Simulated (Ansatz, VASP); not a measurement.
## AgCl in VASP and in Ansatz

```xyz
2
Lattice="0.0000 2.7731 2.7731 2.7731 0.0000 2.7731 2.7731 2.7731 0.0000" Properties=species:S:1:pos:R:3 pbc="T T T"
Ag    2.7731    2.7731    2.7731
Cl    0.0000    0.0000    0.0000
```

Alike in both runs: task electric field gradients; functional PBE; k mesh 9 × 9 × 9; occupations fermi-dirac, width 0.01 eV; non-collinear spin, spin-orbit coupling.

```csv
,VASP,Ansatz
version,VASP 6.6.1,Ansatz 0.2.0
potentials or method,"VASP PAW PBE potentials, release 64 (Ag, Cl)","PAW with Ansatz's default frozen-core files, fully relativistic files with spin-orbit coupling"
plane-wave cutoff (eV),520,420
valence electrons in the cell,18,26
```

VASP gave:

```
gap on the k mesh at the Fermi level (eV)                      : 0.91
pressure (GPa)                                                 : 1.5
net moment per atom (μB)                                       : 0.00
Vzz of the field gradient on the site that differs most (V/Å²) : 0.0
```

Problem. Which values does Ansatz return?

Solution. gap on the k mesh at the Fermi level (eV): 0.92; pressure (GPa): 1.6; net moment per atom (μB): 0.00; Vzz of the field gradient on the site that differs most (V/Å²): 0.0.

The two sets of potentials don't hold the same shells in valence.
